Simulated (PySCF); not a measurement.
Geometry (Å), atoms numbered from 1 in this order:
```xyz
9

O    -2.2129   -1.1438   -0.2074
C    -1.1148   -0.6951   -0.2774
C    -0.6740    0.7070   -0.5186
C     0.6611    0.7213   -0.5199
C     1.1327   -0.6710   -0.2803
O     2.2403   -1.0961   -0.2140
O     0.0175   -1.4644   -0.1376
H    -1.3810    1.5225   -0.6613
H     1.3501    1.5521   -0.6638
```

Level of theory: shielding tensors at CAM-B3LYP/pcSseg-2 (GIAO), PBE0-D3(BJ)/def2-SVP geometry, in PySCF (fast rotation and ring inversion assumed for equivalent nuclei, relativity neglected, single conformer, gas phase).

References, each an isolated molecule treated in the same way: $^{13}$C (σref 182.55) and $^{1}$H (σref 31.34) vs TMS; $^{17}$O (σref 329.76) vs H2O.

```csv
atoms,nucleus,count,δ (ppm)
H8/H9,$^{1}$H,2,?
C2/C5,$^{13}$C,2,176.4
O7,$^{17}$O,1,?
C3/C4,$^{13}$C,2,150.6
O1/O6,$^{17}$O,2,490.6
```

Question: Fill in the missing shifts.

Answer: 
- H8/H9: 6.94 ppm, hydrogen on a β carbon of a C=C–C=O unit; olefinic region
- O7: 307.6 ppm, ester alkoxy oxygen

Shifts are as computed, not scaled to solution data. Of 1211 compounds with measured shifts, 218 miss one by over three times the rms of a fit or turn the order of signals round; such compounds aren't used in these exercises. Unscaled 17O shifts of doubly bonded oxygen tend to come out too high, by tens of ppm or more. Experimental scales use liquid or dissolved standards, which lie at an offset from isolated H2O (liquid H2O: subtract about 36 ppm).
